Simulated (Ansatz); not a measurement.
**Mg3H2O4 — ¹⁷O NMR of the central transition**

Cell: a Materials Project structure (computed, not necessarily an observed phase), ions relaxed with PBE at fixed cell.

```cif
data_Mg3H2O4
_symmetry_space_group_name_H-M 'P-3m1'
_symmetry_Int_Tables_number 164
_cell_length_a 3.0303
_cell_length_b 3.0303
_cell_length_c 19.2025
_cell_angle_alpha 90.000
_cell_angle_beta 90.000
_cell_angle_gamma 120.000
loop_
_atom_site_label
_atom_site_type_symbol
_atom_site_symmetry_multiplicity
_atom_site_Wyckoff_symbol
_atom_site_fract_x
_atom_site_fract_y
_atom_site_fract_z
Mg1 Mg 2 d 0.6667 0.3333 0.2476
Mg2 Mg 2 d 0.3333 0.6667 0.3742
Mg5 Mg 2 c 0.0000 0.0000 0.8791
H7 H 2 d 0.3333 0.6667 0.9848
H9 H 2 d 0.6667 0.3333 0.4799
O11 O 2 d 0.3333 0.6667 0.9344
O12 O 2 c 0.0000 0.0000 0.6892
O13 O 2 d 0.6667 0.3333 0.4297
O16 O 2 d 0.3333 0.6667 0.1844
```

One atom of each set is listed.

Level of theory: DFT, r2SCAN, plane waves and PAW, scalar-relativistic, 500 eV cutoff, Γ-centred 8×8×1 k-points, Fermi–Dirac smearing 0.02 eV (Ansatz 0.2.0).

¹⁷O has I = 5/2 and Q = -25.58 mb (Pyykkö 2018); at 9.4 T its Larmor frequency is ν₀ = 54.3 MHz. Only the quadrupole interaction is simulated: positions count from each site's isotropic chemical shift, and J coupling is left out, as are shift anisotropy and dipolar coupling, which fast spinning averages.

**Question.** Simulate the second-order pattern (fast magic-angle spinning, Gaussian broadening 0.8 kHz) of site O13 (1 H at 0.97 Å, 3 Mg at 2.05 Å).

**Answer.** The calculation gives C_Q = -8.80 MHz and η = 0.00, so ν_Q = 1.32 MHz and the centre of gravity lies at -158 ppm (-8.56 kHz).

offset (kHz), height and a bar:
```
   -22.15          0 
   -21.27          4 #
   -20.40          6 ##
   -19.53          6 ##
   -18.65          6 ##
   -17.78          6 ##
   -16.90          7 ##
   -16.03          7 ##
   -15.16          7 ##
   -14.28         11 ###
   -13.41         74 ######################
   -12.53         75 ######################
   -11.66         53 ################
   -10.79         47 ##############
    -9.91         44 #############
    -9.04         43 #############
    -8.17         43 #############
    -7.29         44 #############
    -6.42         47 ##############
    -5.54         53 ################
    -4.67         64 ###################
    -3.80        100 ##############################
    -2.92         81 ########################
    -2.05          3 #
```

An axis of threefold or higher order runs through O13, so V_zz lies along it and η is zero.

The largest force is 0.4 eV/Å, so the atoms aren't at the calculated equilibrium and relaxing them would move these values.
